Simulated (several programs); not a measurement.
Many methods on one cell: LiCl (zincblende)

Zincblende LiCl, relaxed with r2SCAN in Ansatz, was computed with several methods. Space group F-43m (No. 216), cubic; conventional cell a = 5.466 Å, 20.41 Å³ an atom. Li is surrounded by 4 Cl at 2.37 Å; Cl is surrounded by 4 Li at 2.37 Å. The calculation is spin-unpolarised, and the structure need not be a phase that has been made.

```cif
data_structure
_symmetry_space_group_name_H-M 'P 1'
_symmetry_Int_Tables_number 1
_cell_length_a 3.8651
_cell_length_b 3.8651
_cell_length_c 3.8651
_cell_angle_alpha 60.000
_cell_angle_beta 60.000
_cell_angle_gamma 60.000
_cell_volume 40.83
loop_
_atom_site_label
_atom_site_type_symbol
_atom_site_fract_x
_atom_site_fract_y
_atom_site_fract_z
_atom_site_occupancy
Li1 Li 0.00000 0.00000 0.00000 1
Cl1 Cl 0.25000 0.25000 0.25000 1
```

Gaps and times are for a single point on this cell; volume and bulk modulus come from each method's own relaxation or energy curve at fixed shape. Times are rough, from shared hosts (Arm Neoverse V1; Intel Xeon Platinum 8488C; NVIDIA H100 80GB HBM3), and each method has its own mesh and cell size. A star marks a curve whose lowest point is an end point. PM6 (MOPAC), PM7 (MOPAC), GFN1-xTB (tblite), GFN2-xTB (tblite) treat a cluster of cells at its zone centre, which samples few k points: where these miss a band edge, the gap comes out too large for that reason alone. Gaps from k meshes are read at a limited set of points (mesh, symmetry points, PBE's band edges), so each method's own least gap may be somewhat smaller. Force fields have no electrons; where one was fitted to this phase, its volume and modulus reflect the fit. xTB and the PM methods were fitted mostly to molecules, and can miss a solid's gap by electronvolts. Minimal bases can be far off for gaps. Times of the plane-wave rungs are withheld (a dash), since they come from other jobs, hosts and meshes; the meshes of hybrids and Hartree-Fock don't converge their gaps to the digits shown. GLLB-SC's gap includes the derivative discontinuity. G0W0 is at finite bands, cutoff and mesh. d marks a direct gap, i an indirect one (no mark: not told apart), a dash a value that wasn't computed or didn't pass its checks.

| method | kind | gap (eV) | own volume (Å³/atom) | bulk modulus (GPa) | atoms computed | processor time |
| --- | --- | --- | --- | --- | --- | --- |
| PBEsol | semilocal | – | 20.11 | – | 2 | – |
| ffield.eim (LAMMPS) | force field | – | – | – | 2 | 0.13 s |
| light PBE (260 eV, its own mesh) | light plane-wave | 6.04 d | 20.97 | 23 | 2 | 0.61 s |
| LDA | semilocal | 5.63 d | 18.88 | – | 2 | – |
| PBE | semilocal | 6.05 d | 20.97 | 24 | 2 | – |
| PBE/single zeta (GPAW) | small basis | 5.12 d | – | – | 2 | 2.6 s |
| GFN1-xTB (tblite) | tight binding | 4.04 | 18.31* | – | cluster | 3.6 s |
| r2SCAN | semilocal | 6.71 d | 20.41 | 26 | 2 | – |
| GFN2-xTB (tblite) | tight binding | 4.41 | – | – | cluster | 5.1 s |
| PM7 (MOPAC) | semi-empirical | 7.69 | – | – | cluster | 5.2 s |
| PM6 (MOPAC) | semi-empirical | 11.45 | – | – | cluster | 5.7 s |
| PBE/SZV (CP2K) | small basis | 5.28 d | 22.64* | – | 2 | 7.4 s |
| GLLB-SC (GPAW) | model potential | 10.28 | – | – | 2 | 7.8 s |
| PBE/DZVP (CP2K) | small basis | 5.94 d | 21.21 | 23 | 2 | 16 s |
| G0W0@LDA (140 eV screening cutoff) | many-body | 8.58 | – | – | 2 | – |
| LC-ωPBE | hybrid | 12.72 d | – | – | 2 | – |
| PBE0 | hybrid | 8.11 d | – | – | 2 | – |
| Hartree-Fock | exact exchange | 14.45 d | – | – | 2 | – |
| HSE06 | hybrid | 7.39 d | 20.57 | – | 2 | – |
| DDH-PBE0 | hybrid | 9.40 d | – | – | 2 | – |
| G0W0@PBE (260 eV screening cutoff) | many-body | 8.90 | – | – | 2 | – |
| G0W0@r2SCAN (180 eV screening cutoff) | many-body | 9.18 | – | – | 2 | – |
| G0W0@HSE06 (180 eV screening cutoff) | many-body | 9.43 | – | – | 2 | – |
| G0W0@PBE0 (180 eV screening cutoff) | many-body | 9.64 | – | – | 2 | – |

Against HSE06 (7.39 eV) the nearest gap at the points sampled is that of PM7 (MOPAC) (+0.30 eV) and the farthest that of Hartree-Fock (+7.07 eV). HSE06 is only a yardstick of convenience: for gaps this wide it usually falls short of measured ones, so a larger value can be the better one.

Volumes against r2SCAN's: PBEsol -1.5 %, light PBE (260 eV, its own mesh) +2.7 %, LDA -7.5 %, PBE +2.7 %, PBE/DZVP (CP2K) +3.9 %, HSE06 +0.8 %.
